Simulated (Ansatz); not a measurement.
# SiO2: do the settings matter for the field gradients?

Cell: a computed structure from the Materials Project (it need not be an observed phase), atoms as given.

Space group Pmma (No. 51); a = 9.7780, b = 7.5446, c = 9.4405 Å.

```
site  Wyckoff  site symmetry       x       y       z
 Si1       8l              1  0.0907  0.2047  0.3664
 Si9       4j            .m.  0.0895  0.5000  0.1411
 O13       8l              1  0.0529  0.3246  0.2314
 O21       4k            m..  0.2500  0.2300  0.4070
 O25       4i            .m.  0.0599  0.0000  0.3282
 O29       4h            .2.  0.0000  0.2655  0.5000
 O33       2b          .2/m.  0.0000  0.5000  0.0000
 O35       2f            mm2  0.2500  0.5000  0.1013
```

One atom of each set is listed.

Reference run. Method: Kohn–Sham DFT in Ansatz, PBE, plane waves and PAW, scalar-relativistic, 420 eV cutoff, Γ-centred 2×3×3 k-points, Fermi–Dirac smearing 0.02 eV.

Question: The input is changed as follows: `total_charge`: not typed → 1. What happens to V_zz (10²¹ V/m²) and η?

Answer: 

```csv
site,V_zz reference,η reference,V_zz changed,η changed
Si1,1.10,0.77,1.09,0.80
Si9,-0.57,0.58,-0.68,0.55
O13,9.37,0.18,8.75,0.15
O21,9.29,0.10,8.68,0.25
O25,9.29,0.15,9.01,0.09
O29,9.44,0.14,8.76,0.02
O33,10.45,0.02,10.30,0.05
O35,9.71,0.15,8.83,0.05
```

The largest change of V_zz is on O35, from 9.71 to 8.83. In per cent, |V_zz| changes by -9 to -1 on O (all sites that start above 2). The changed cell holds a charge of +1 on a uniform background, so it isn't the neutral crystal. It has an odd number of electrons and no spin polarisation, so the extra carrier is shared by both spins and spread out, where a real one carries spin and can localise. The gap no longer holds the Fermi energy in the changed run, so its gradients also hang on the k-mesh and the smearing. SCF iterations: 7 and 14.

On the reference run: The largest force is 0.4 eV/Å, so the atoms aren't at the calculated equilibrium and relaxing them would move these values.
